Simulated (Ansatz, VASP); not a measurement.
**Two plane-wave programs on Zn**

INCAR

```
PREC = Accurate ; ENCUT = 520
EDIFF = 1E-8 ; ISMEAR = -1
SIGMA = 0.05 ; LREAL = False
LASPH = True ; NELM = 80
ALGO = Normal ; ISIF = 2
LWAVE = False ; LCHARG = False
GGA = PE ; LEFG = True
NBANDS = 19
```

File KPOINTS:

```
Automatic mesh
0
Gamma
  11 11 11
```

The input POSCAR:

```
Zn
1.0
    0.0000000000      2.8595864212      2.8595864212
    2.8595864212      0.0000000000      2.8595864212
    2.8595864212      2.8595864212      0.0000000000
Zn
2
Direct
    0.0000000000      0.0000000000      0.0000000000
    0.2500000000      0.2500000000      0.2500000000
```

Input for Ansatz:

```yaml
crystal:
  lattice:
    - [0.0, 2.8595864212, 2.8595864212]
    - [2.8595864212, 0.0, 2.8595864212]
    - [2.8595864212, 2.8595864212, 0.0]
  atoms:
    - { symbol: Zn, position: [0.0, 0.0, 0.0] }
    - { symbol: Zn, position: [0.25, 0.25, 0.25] }
kpoints:
  mp_grid: { grid: [11, 11, 11] }
scf:
  occupations: { method: fermi_dirac, width: 0.05 }
hamiltonian:
  xc: pbe
  pseudopotentials: { kind: paw }
output:
  forces: true
  stress: true
  eigenvalues: true
  efg: { contact_densities: true }
```

Change from the starting cell: volume scaled by 0.95, PAW files.

Alike in both runs: task electric field gradients; functional PBE; k mesh 11 × 11 × 11; occupations fermi-dirac, width 0.05 eV; no spin polarisation.

```csv
,VASP,Ansatz
version,VASP 6.6.1,Ansatz 0.2.0
potentials or method,"VASP PAW PBE potentials, release 64 (Zn)","PAW with Ansatz's default frozen-core files, scalar-relativistic"
plane-wave cutoff (eV),520,420
valence electrons in the cell,24,24
```

```csv
,VASP,Ansatz,Ansatz less VASP
pressure (GPa),1.8,1.6,-0.21
Vzz of the field gradient on the site that differs most (V/Å²),0.0,0.0,0.00
```
